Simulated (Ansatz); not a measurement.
# Gap against strain: armchair MoS2 nanoribbon (N = 9, bare edges)

Set-up. Ansatz 0.2.0, plane waves with PAW datasets, PBE, Fermi-Dirac smearing of 0.05 eV, no spin-orbit coupling. The period is scaled from its relaxed value of 5.477 Å and the atoms relax, within the symmetry of the start, at each strain ε (in %); gaps, in eV, are read on a band path.

```
period (Å)  energy (eV a cell)  place of the conduction minimum (Γ = 0, Z = 1)   ε     gap
     5.258              +0.406                                            0.00  −4   0.421
     5.477               0.000                                            0.00   0  0.4895
     5.586              +0.092                                            0.00   2   0.522
     5.696              +0.358                                            0.00   4   0.542
     5.805              +0.776                                            0.00   6   0.486
```

One run is withheld: period (Å) = 5.367, with ε = −2. Fit a straight line gap = a + b × ε to the 5 rows shown and predict it.

**Fit.** The means are 1.6 for ε and 0.4921 for gap. The sum of products of deviations is 0.5071 and the sum of squares in ε is 59.2, so b = 0.5071 / 59.2 = 0.008566 and a = 0.4921 − (0.008566) × 1.6 = 0.4784. The residuals' standard deviation, with 3 degrees of freedom, is σ = 0.037.

**Prediction.** gap = 0.4784 + (0.008566) × −2 = 0.4613. The run gave 0.457, so the prediction less the run is +0.0043. The standard error of a prediction there, σ√(1 + 1/5 + (−2 − 1.6)²/59.2), is 0.044, and the miss is 0.097 times that, for a point between the fitted rows. With so few rows σ is itself uncertain. The slope is only 1.8 times its own standard error, so the line says little more than the mean does.

The gap does not move one way: it turns somewhere between ε = 2 and 6 %, and the true extreme can lie between the rows, beyond the values shown.

Caveats: Kohn-Sham gaps of a wire among periodic images, which in a check on one flat ribbon (7 Å apart) lowered the gap by 0.2 eV and flattened the slope; the slope b × 100 is a mean deformation potential of the gap, in eV per unit strain. Between neighbouring runs it lies between −2.8 and 1.8 eV, so a bend, a kink or scatter between runs makes one line a rough account. The unstrained row comes from a denser mesh than the others, which shifts its energy a little. Series of this kind are told only where this holds: a gap at every strain (compound wires with polar facets were set aside first). 88 of 101 did.

[Logs are printed without paths, hosts, clocks, repeated set-up lines and the standing remarks that a program may print on its own settings, such as how far it seeks lower states.]
